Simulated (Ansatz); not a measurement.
**Elastic constants of CdSe and what follows from them**

The cell as given, ahead of any relaxation:

```cif
data_structure
_symmetry_space_group_name_H-M 'P 1'
_symmetry_Int_Tables_number 1
_cell_length_a 4.3420
_cell_length_b 4.3420
_cell_length_c 4.3420
_cell_angle_alpha 60.000
_cell_angle_beta 60.000
_cell_angle_gamma 60.000
_cell_volume 57.88
loop_
_atom_site_label
_atom_site_type_symbol
_atom_site_fract_x
_atom_site_fract_y
_atom_site_fract_z
_atom_site_occupancy
Cd1 Cd 0.00000 0.00000 0.00000 1
Se1 Se 0.25000 0.25000 0.25000 1
```

The cell is a database's computed one, not the measured one.

Constants in GPa on the cubic axes, for the cell as given (28.94 Å³ an atom), with the atoms relaxed in the strained cells where symmetry lets them move; no spin polarisation, no spin-orbit coupling. Meshes are those of the run's cell of 2 atoms. Ansatz's plane-wave pressures hold its Pulay term. Occupations: fixed (run 1). Space group F-43m.

```csv
run,level,program and potentials,k mesh,cell,C11,C12,C44
1,PBEsol,"Ansatz, Ansatz PAW (made for PBE), 420 eV",6 × 6 × 6,"as given, -1.39 GPa",58.2,39.0,23.0
```

Work out the bulk, shear and Young's moduli of a random polycrystal, Poisson's ratio and the anisotropy, and test the cell's stability.

From the values as printed: B = (C11 + 2 C12)/3 = 45.4 GPa. Voigt: G_V = (C11 - C12 + 3 C44)/5 = 17.6; Reuss: G_R = 5 C44 (C11 - C12)/[4 C44 + 3 (C11 - C12)] = 14.8; Hill's mean, from the unrounded bounds, G = 16.2 GPa. Young's modulus E = 9BG/(3B + G) = 43.4 GPa, Poisson's ratio ν = (3B - 2G)/[2(3B + G)] = 0.341. Zener's ratio 2 C44/(C11 - C12) = 2.40, so the crystal is stiffest along ⟨111⟩ and softest along ⟨100⟩. C11 > |C12|, C11 + 2 C12 > 0 and C44 > 0 hold, so the cell is stable against small uniform strains, which says nothing of soft phonons. Under pressure the constants are those of stress over strain at that pressure. An equation of state at this level (Ansatz, all-electron LAPW, scalar-relativistic; mesh 8 × 8 × 8) gives B0 = 52.1 GPa at its minimum of 28.13 Å³ an atom, against 28.94 here.

Zinc-blende CdSe resists compression much better than shear. Changing the volume must stretch or shorten the Cd–Se bonds, whereas a tetragonal shear can be taken up largely by bending the angles between them. In a strongly polar tetrahedral compound the directional covalent forces that oppose such bending are weak, which keeps C11 - C12 small. The ⟨111⟩ directions run along bonds and are therefore stiffest, although displacement of the two sublattices against each other relieves part of the C44 strain.

The bulk modulus of 45.4 GPa lies below the equation-of-state value of 52.1 GPa mainly because the cell is stretched: longer bonds have a flatter energy curve, and the tension of -1.39 GPa accounts for a reduction of about this size. The two results are thus compatible, and the lower one shouldn't be read as the equilibrium stiffness. The shear constants need not change with volume in the same proportion. Elastic stability also doesn't make zinc blende the ground state, since wurtzite, the usual form of bulk CdSe, is a separate and closely competing minimum.
